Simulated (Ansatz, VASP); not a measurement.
## InPd in VASP and in Ansatz

Contents of INCAR:

```
SYSTEM = InPd
  PREC = Accurate
  ENCUT = 520
  EDIFF = 1E-6
  ISMEAR = -1
  SIGMA = 0.05
  LREAL = .FALSE.
  LASPH = .TRUE.
  NELM = 100
  ALGO = Normal
  ISIF = 2
  LWAVE = .FALSE.
  LCHARG = .FALSE.
  GGA = PE
  NBANDS = 18
```

The input KPOINTS:

```
regular mesh
0
G
  8 8 8
  0 0 0
```

File POSCAR:

```
InPd
1.0
    3.2499251601      0.0000000000      0.0000000000
    0.0000000000      3.2499251601      0.0000000000
    0.0000000000      0.0000000000      3.2499251601
In Pd
1 1
Direct
    0.0000000000      0.0000000000      0.0000000000
    0.5000000000      0.5000000000      0.5000000000
```

input.yaml

```yaml
crystal:
  lattice:
    - [3.2499251601, 0.0, 0.0]
    - [0.0, 3.2499251601, 0.0]
    - [0.0, 0.0, 3.2499251601]
  atoms:
    - { symbol: In, position: [0.0, 0.0, 0.0] }
    - { symbol: Pd, position: [0.5, 0.5, 0.5] }
hamiltonian:
  xc: pbe
  pseudopotentials: { kind: paw, azcp: { folder: soft_1 } }
kpoints:
  mp_grid: { grid: [8, 8, 8] }
scf:
  occupations: { method: fermi_dirac, width: 0.05 }
output:
  forces: true
  stress: true
  eigenvalues: true
```

The cell comes from a database or a generator and needn't be the stable form of this composition.

Alike in both runs: task single point; functional PBE; k mesh 8 × 8 × 8; occupations fermi-dirac, width 0.05 eV; no spin polarisation.

|  | VASP | Ansatz |
| --- | --- | --- |
| version | VASP 6.6.1 | Ansatz 0.2.0 |
| potentials or method | VASP PAW PBE potentials, release 64 (In_d, Pd) | Ansatz PAW soft_1 |
| plane-wave cutoff (eV) | 520 | 420 |
| valence electrons in the cell | 23 | 31 |

|  | VASP | Ansatz | Ansatz less VASP |
| --- | --- | --- | --- |
| gap on the k mesh at the Fermi level (eV) | none | none | - |
| pressure (GPa) | 6.5 | 6.5 | -0.07 |

A gap of «none» marks a metal or a gap that the smearing closes. The functional is the same, so the differences come from potentials, cutoffs and numerics. The two sets of potentials don't hold the same shells in valence.
